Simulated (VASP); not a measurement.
Crystal: Se.

```
Se
1.0
     4.06467    0.00000    0.00000
    -2.03234    3.52011    0.00000
     0.00000    0.00000    5.13369
Se
3
Direct
  0.24775 0.00000 0.33333
  0.00000 0.24775 0.66667
  0.75225 0.75225 0.00000
```

Base run:

| Item | Value |
| --- | --- |
| Program | VASP 6.6.1 |
| Functional | r2SCAN |
| Potentials or basis | VASP PAW PBE potentials, release 64 (Se) |
| Cutoff | 520 eV |
| k mesh | 9 × 9 × 6 |
| Occupations | gaussian, width 0.03 eV |
| Spin | no spin polarisation |

Its results: band gap on the k mesh 0.74 eV, direct.

Task: The run is repeated on the same cell with these changes: functional from r2SCAN to TB-mBJ. What comes out?

Result: Band gap on the k mesh 0.90 eV, indirect (least direct gap 0.92 eV).

A k mesh can miss the band edges.
